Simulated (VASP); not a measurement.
HfO2:

```
CELL_PARAMETERS angstrom
5.11800 0.00000 0.00000
0.00000 5.18570 0.00000
-0.85866 0.00000 5.21387
ATOMIC_POSITIONS crystal
Hf 0.27550 0.03970 0.20800
Hf 0.72450 0.53970 0.29200
Hf 0.72450 0.96030 0.79200
Hf 0.27550 0.46030 0.70800
O 0.44870 0.75810 0.48010
O 0.55130 0.25810 0.01990
O 0.55130 0.24190 0.51990
O 0.44870 0.74190 0.98010
O 0.07420 0.33160 0.34670
O 0.92580 0.83160 0.15330
O 0.92580 0.66840 0.65330
O 0.07420 0.16840 0.84670
```

```yaml
Program: VASP 6.6.1
Task: relaxation of cell and atoms
Functional: PBEsol
Potentials_or_basis: VASP PAW PBE potentials, release 64 (Hf_pv, O)
Cutoff: 600 eV
k_mesh: 6 × 6 × 6
Occupations: gaussian, width 0.03 eV
Spin: no spin polarisation
```

At the start: pressure -4.8 GPa; volume 11.53 Å³/atom.

Problem. Where does the relaxation end?

Solution. Over 32 steps the energy falls by 6.3 meV/atom and the volume is 11.27 Å³/atom (-2.3 %); space group P2_1/c (No. 14, to 0.05 Å).

The path:
| step | energy change (eV) | largest force (eV/Å) | pressure (GPa) | volume (Å³) |
| --- | --- | --- | --- | --- |
| 1 | 0.0000 | 0.4314 | -4.81 | 138.38 |
| 2 | 0.0327 | 0.2186 | 8.20 | 131.56 |
| 3 | -0.0579 | 0.2858 | 0.68 | 135.29 |
| 4 | -0.0678 | 0.2192 | -0.14 | 135.50 |
| 5 | -0.0680 | 0.1805 | -0.03 | 135.47 |
| 6 | -0.0722 | 0.0744 | -0.03 | 135.51 |
| 7 | -0.0722 | 0.0831 | -0.03 | 135.51 |
| 8 | -0.0737 | 0.0185 | -0.02 | 135.48 |
| 9 | -0.0738 | 0.0228 | -0.01 | 135.48 |
| 10 | -0.0740 | 0.0172 | 0.04 | 135.46 |
| 11 | -0.0740 | 0.0201 | 0.06 | 135.45 |
| 12 | -0.0741 | 0.0176 | -0.08 | 135.52 |
| 13 | -0.0741 | 0.0167 | -0.15 | 135.55 |
| 14 | -0.0742 | 0.0144 | -0.10 | 135.52 |
| 15 | -0.0743 | 0.0215 | 0.03 | 135.44 |
| 16 | -0.0744 | 0.0160 | 0.03 | 135.43 |
| 17 | -0.0746 | 0.0219 | 0.02 | 135.39 |
| 18 | -0.0745 | 0.0699 | -0.01 | 135.31 |
| 19 | -0.0746 | 0.0421 | 0.00 | 135.36 |
| 20 | -0.0747 | 0.0344 | 0.01 | 135.35 |
| 21 | -0.0748 | 0.0207 | 0.03 | 135.32 |
| 22 | -0.0748 | 0.0406 | 0.07 | 135.26 |
| 23 | -0.0749 | 0.0215 | 0.04 | 135.29 |
| 24 | -0.0749 | 0.0181 | 0.02 | 135.30 |
| 25 | -0.0751 | 0.0151 | -0.07 | 135.33 |
| 26 | -0.0752 | 0.0118 | -0.24 | 135.40 |
| 27 | -0.0752 | 0.0106 | -0.19 | 135.37 |
| 28 | -0.0753 | 0.0114 | -0.08 | 135.29 |
| 29 | -0.0753 | 0.0135 | -0.04 | 135.27 |
| 30 | -0.0753 | 0.0123 | -0.04 | 135.28 |
| 31 | -0.0753 | 0.0104 | -0.05 | 135.27 |
| 32 | -0.0753 | 0.0051 | -0.01 | 135.25 |

Final structure:
```
Hf O
1.0
     5.07488    0.00000   -0.01241
     0.00000    5.15625    0.00000
    -0.86415    0.00000    5.17090
Hf O
4 8
Direct
  0.27735 0.04275 0.20767
  0.72266 0.54275 0.29233
  0.72265 0.95725 0.79233
  0.27735 0.45725 0.70767
  0.44694 0.75833 0.48096
  0.55306 0.25833 0.01904
  0.55306 0.24167 0.51904
  0.44694 0.74167 0.98096
  0.07163 0.33814 0.34011
  0.92837 0.83814 0.15989
  0.92837 0.66186 0.65989
  0.07163 0.16186 0.84011
```

Caveat: the PAW data sets were made with another functional, which shifts forces and pressure a little.
